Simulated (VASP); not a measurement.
Mn:

```xyz
2
Lattice="3.0394 0.0000 0.0000 0.0000 3.0394 0.0000 0.0000 0.0000 3.0394" Properties=species:S:1:pos:R:3 pbc="T T T"
Mn    0.0000    0.0000    0.0000
Mn    1.5197    1.5197    1.5197
```

This isn't the form of Mn at room conditions, which is a 58-atom cubic cell.

The cell isn't the ideal one: volume scaled by 0.96.

| Property | Result |
| --- | --- |
| Program | VASP 6.6.1 |
| Task | relaxation of cell and atoms |
| Functional | PBE |
| Dispersion | D3 |
| Potentials or basis | VASP PAW PBE potentials, release 64 (Mn_pv) |
| Cutoff | 600 eV |
| k mesh | 9 × 9 × 9 |
| Occupations | fermi-dirac, width 0.1 eV |
| Spin | collinear spin, ferrimagnetic start |
| Starting moments | [4.0, -2.0] μB |
| Hubbard terms | Mn d U = 5 eV, J = 1.0 eV |

At the start: pressure 22.9 GPa; volume 14.04 Å³/atom.

**Question.** Where does the relaxation end?

**Answer.** Over 5 steps the energy falls by 407.3 meV/atom and the volume is 17.16 Å³/atom (+22.2 %); space group Im-3m (No. 229, to 0.05 Å); moment 0.00 μB per cell.

The path:
```
step  energy change (eV)  largest force (eV/Å)  pressure (GPa)  volume (Å³)
   1              0.0000                0.0000           22.86        28.08
   2             -0.7794                0.0000           -3.88        37.03
   3             -0.7960                0.0000           -2.92        36.25
   4             -0.8121                0.0000           -1.13        35.00
   5             -0.8145                0.0000            0.02        34.32
```

Final structure:
```cif
data_structure
_symmetry_space_group_name_H-M 'P 1'
_symmetry_Int_Tables_number 1
_cell_length_a 3.2497
_cell_length_b 3.2497
_cell_length_c 3.2497
_cell_angle_alpha 90.000
_cell_angle_beta 90.000
_cell_angle_gamma 90.000
_cell_volume 34.32
loop_
_atom_site_label
_atom_site_type_symbol
_atom_site_fract_x
_atom_site_fract_y
_atom_site_fract_z
_atom_site_occupancy
Mn1 Mn 0.00000 0.00000 0.00000 1
Mn2 Mn 0.50000 0.50000 0.50000 1
```

Caveat: pairwise dispersion overbinds metals, which lowers pressure and volume; the U is typed as a test and isn't derived for this compound.
